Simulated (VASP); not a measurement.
Set up this calculation in VASP 6.6.1, as the native input.

```
Task                   : single point
Functional             : PBE
Potentials or basis    : VASP PAW PBE potentials, release 64 (Be, H)
Cutoff                 : 520 eV
k mesh                 : 4 × 4 × 3
Occupations            : fermi-dirac, width 0.05 eV
Spin                   : no spin polarisation
Dipole correction      : no
Further INCAR settings : LREAL = Auto; ALGO = Fast; EDIFF = 1e-06; NBANDS = 30
```

The structure of Be16H (a cell with a defect) lies in POSCAR:

```
Be16H
1.0
   -2.2900000000     -3.9663960000      0.0000000000
    3.4350000000     -1.9831980000      0.0000000000
    0.0000000000      0.0000000000      7.1768600000
Be H
16 1
Direct
    0.7502170241      0.5004806361     -0.0049556491
    0.4883286311      0.3363367002      0.2446515607
    0.7502228986      0.5118938683      0.5046178970
    0.4996903678      0.3336500560      0.7491253835
    0.4986153739     -0.0014607842     -0.0015920612
    0.2502159954      0.8276124103      0.2509657427
    0.4929238594     -0.0072979220      0.5059938469
    0.2502188470      0.8267464802      0.7541500043
    0.2502168680      0.4989198334     -0.0018949791
    0.0120980841      0.3363533079      0.2446532328
    0.2502174707      0.4978224186      0.5020117433
    0.0007507533      0.3336536317      0.7491269162
    0.0018204494     -0.0014585650     -0.0015899711
    0.7502159208      0.8290082849      0.2467046870
    0.0075194069     -0.0072927389      0.5059939862
    0.7502209858      0.8384893908      0.7531115279
    0.7502154593      0.1826950224      0.3341315004
```

The cell was built by a generator and needn't be a form met in nature.

One way to write it, as run:

INCAR

```
PREC = Accurate
ENCUT = 520
EDIFF = 1E-6
ISMEAR = -1
SIGMA = 0.05
LREAL = Auto
LASPH = True
NELM = 80
ALGO = Fast
ISIF = 2
LWAVE = False
LCHARG = False
GGA = PE
NBANDS = 30
```

KPOINTS

```
regular mesh
0
Gamma
  4 4 3
```

Potentials or basis: VASP PAW PBE potentials, release 64 (Be, H).

Run with:

```console
$ cat potpaw_PBE.64/Be/POTCAR potpaw_PBE.64/H/POTCAR > POTCAR
$ mpirun -np 1 vasp_std > vasp.out
```

Results of the run:

The pressure is 0.5 GPa. The largest force is 0.566 eV/Å. The band gap on the k mesh is none (metal or under the smearing width).

Caveat: the k mesh is coarse (spacing up to 0.40 Å⁻¹), so the values aren't converged.

Run time: 2.2 min on 1 thread of Intel(R) Xeon(R) Platinum 8259CL CPU @ 2.50GHz (Skylake/Cascade Lake), with other jobs on the host, peak memory 0.24 GiB.
